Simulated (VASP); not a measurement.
# CaO (Fm-3m) in VASP: notebook, part 2 of 2

VASP 6.6.1. The steps go on from the part before.

## 3. Relaxation of cell and atoms, PBE

This run uses another cell than the first one, of 14.16 Å³/atom, 1.016 times its volume.

INCAR reads:

```
SYSTEM = CaO
ALGO = Normal ; EDIFF = 1E-7
EDIFFG = -0.005 ; ENCUT = 520
GGA = PE ; IBRION = 2
ISIF = 3 ; ISMEAR = 0
LASPH = .TRUE. ; LCHARG = .FALSE.
LREAL = .FALSE. ; LWAVE = .FALSE.
NELM = 120 ; NSW = 60
POTIM = 0.3 ; PREC = Accurate
SIGMA = 0.1
```

KPOINTS reads:

```
k-points
0
G
  10 10 10
  0 0 0
```

POSCAR reads:

```
CaO                                     
1.0
    0.0000000000      2.4195635177      2.4195635177
    2.4195635177      0.0000000000      2.4195635177
    2.4195635177      2.4195635177      0.0000000000
  Ca              O             
     1     1
Direct
     0.0000000000000000    0.0000000000000000    0.0000000000000000
     0.5000000000000000    0.5000000000000000    0.5000000000000000
```

Potentials or basis: VASP PAW PBE potentials, release 64 (Ca_sv, O).

The run is started by

```console
$ cat potpaw_PBE.64/Ca_sv/POTCAR potpaw_PBE.64/O/POTCAR > POTCAR
$ mpirun -np 1 vasp_std > vasp.out
```

OUTCAR:

```text
SYSTEM = CaO
   EDIFF = 1E-7
   EDIFFG = -0.005
   ENCUT = 520
   GGA = PE
   IBRION = 2
   ISIF = 3
   ISMEAR = 0
   LASPH = .TRUE.
   LREAL = .FALSE.
   NELM = 120
   NSW = 60
   POTIM = 0.3
   PREC = Accurate

 ion  position               nearest neighbor table
   1  0.000  0.000  0.000-   2 2.42   2 2.42   2 2.42   2 2.42   2 2.42   2 2.42
   2  0.500  0.500  0.500-   1 2.42   1 2.42   1 2.42   1 2.42   1 2.42   1 2.42

  LATTYP: Found a face centered cubic cell.
 ALAT       =     4.8391270354

  Lattice vectors:

 A1 = (   0.0000000000,   2.4195635177,   2.4195635177)
 A2 = (   2.4195635177,   0.0000000000,   2.4195635177)
 A3 = (   2.4195635177,   2.4195635177,   0.0000000000)

Analysis of symmetry for initial positions (statically):
=====================================================================
 Subroutine PRICEL returns:
 Original cell was already a primitive cell.

 Routine SETGRP: Setting up the symmetry group for a
 face centered cubic supercell.

 Subroutine GETGRP returns: Found 48 space group operations
 (whereof 48 operations were pure point group operations)
 out of a pool of 48 trial point group operations.
[... 180 lines left out ...]
      6       2.2351      2.00000
      7       2.2351      2.00000
      8       2.2351      2.00000
      9       6.7853      0.00000
     10       8.4105      0.00000
     11       8.4105      0.00000
     12       8.4105      0.00000
[... 331 lines left out ...]
 k-point    24 :       0.4000    0.3000    0.0000
  band No.  band energies     occupation
      1     -35.3866      2.00000
      2     -16.8572      2.00000
      3     -16.4488      2.00000
      4     -16.4239      2.00000
      5     -12.7679      2.00000
      6       0.5754      2.00000
      7       1.6865      2.00000
      8       1.7852      2.00000
      9       6.5306      0.00000
     10       9.7251      0.00000
     11      10.8959      0.00000
     12      10.9716      0.00000

 [... further k-points ...]

------------------------ aborting loop because EDIFF is reached ----------------------------------------

  FORCE on cell =-STRESS in cart. coord.  units (eV):
  Direction    XX          YY          ZZ          XY          YZ          ZX
  --------------------------------------------------------------------------------------
  -------------------------------------------------------------------------------------
  Total        0.0015347      0.0015347      0.0015347      0.0000000      0.0000000      0.0000000
  in kB        0.0867948      0.0867948      0.0867948      0.0000000      0.0000000      0.0000000
  external PRESSURE =       0.0867948 kB  Pullay stress =       0.0000000 kB

 VOLUME and BASIS-vectors are now :
 -----------------------------------------------------------------------------
  energy-cutoff  :      520.00
  volume of cell :       28.33
      direct lattice vectors                 reciprocal lattice vectors
     0.000000000  2.419563518  2.419563518    -0.206648842  0.206648842  0.206648842
     2.419563518  0.000000000  2.419563518     0.206648842 -0.206648842  0.206648842
     2.419563518  2.419563518  0.000000000     0.206648842  0.206648842 -0.206648842

 POSITION                                       TOTAL-FORCE (eV/Angst)
 -----------------------------------------------------------------------------------
      0.00000      0.00000      0.00000         0.000000     -0.000000     -0.000000
      2.41956      2.41956      2.41956        -0.000000      0.000000      0.000000
 -----------------------------------------------------------------------------------
    total drift:                                0.000000      0.000000      0.000000

  FREE ENERGIE OF THE ION-ELECTRON SYSTEM (eV)
  ---------------------------------------------------
  free  energy   TOTEN  =       -12.8057290545 eV

  energy  without entropy=      -12.8057290545  energy(sigma->0) =      -12.80572905

 reached required accuracy - stopping structural energy minimisation
```

OSZICAR:

```text
N       E                     dE             d eps       ncg     rms          rms(c)
DAV:   1     0.126964398655E+03    0.12696E+03   -0.86016E+03  1128   0.135E+03
DAV:   2    -0.739624547836E+01   -0.13436E+03   -0.12752E+03  1280   0.333E+02
DAV:   3    -0.142620465312E+02   -0.68658E+01   -0.68074E+01  1444   0.758E+01
DAV:   4    -0.145105985938E+02   -0.24855E+00   -0.24826E+00  1592   0.131E+01
DAV:   5    -0.145160593744E+02   -0.54608E-02   -0.54604E-02  1412   0.183E+00    0.857E+00
DAV:   6    -0.128513853514E+02    0.16647E+01   -0.88309E+00  1296   0.275E+01    0.369E+00
DAV:   7    -0.128062337934E+02    0.45152E-01   -0.73411E-01  1536   0.838E+00    0.175E+00
DAV:   8    -0.128072754619E+02   -0.10417E-02   -0.82577E-02  1220   0.326E+00    0.434E-01
DAV:   9    -0.128052434676E+02    0.20320E-02   -0.25455E-02  1420   0.129E+00    0.139E-01
DAV:  10    -0.128056953158E+02   -0.45185E-03   -0.22903E-03  1208   0.481E-01    0.265E-02
DAV:  11    -0.128057438759E+02   -0.48560E-04   -0.37917E-04  1608   0.160E-01    0.301E-02
DAV:  12    -0.128057292089E+02    0.14667E-04   -0.60011E-05  1296   0.834E-02    0.476E-03
DAV:  13    -0.128057291053E+02    0.10361E-06   -0.41900E-06  1528   0.201E-02    0.875E-04
DAV:  14    -0.128057289633E+02    0.14203E-06   -0.19580E-07  1280   0.500E-03    0.398E-04
DAV:  15    -0.128057290545E+02   -0.91181E-07   -0.38152E-08   704   0.251E-03
   1 F= -.12805729E+02 E0= -.12805729E+02  d E =-.128057E+02
```

CONTCAR:

```text
CaO
   1.00000000000000
     0.0000000000000000    2.4195635176999999    2.4195635176999999
     2.4195635176999999    0.0000000000000000    2.4195635176999999
     2.4195635176999999    2.4195635176999999    0.0000000000000000
  Ca              O
     1     1
Direct
     0.0000000000000000    0.0000000000000000    0.0000000000000000
     0.5000000000000000    0.5000000000000000    0.5000000000000000

  0.00000000E+00  0.00000000E+00  0.00000000E+00
  0.00000000E+00  0.00000000E+00  0.00000000E+00
```

It took 9.6 s on 1 thread of AMD EPYC 9R45 (Zen 5), shared host; peak memory 0.13 GiB.

Results:

```yaml
Free_energy: -12.8057 eV
Pressure_after_relaxing: 0.0 GPa
Band_gap_on_the_k_mesh: 3.64 eV, indirect (least direct gap 4.02 eV)
```

Final structure:
```xyz
2
Lattice="0.0000 2.4196 2.4196 2.4196 0.0000 2.4196 2.4196 2.4196 0.0000" Properties=species:S:1:pos:R:3 pbc="T T T"
Ca    0.0000    0.0000    0.0000
O     2.4196    2.4196    2.4196
```

Caveat: the relaxation stopped at its first step, so nothing moved. A k mesh can miss the band edges.
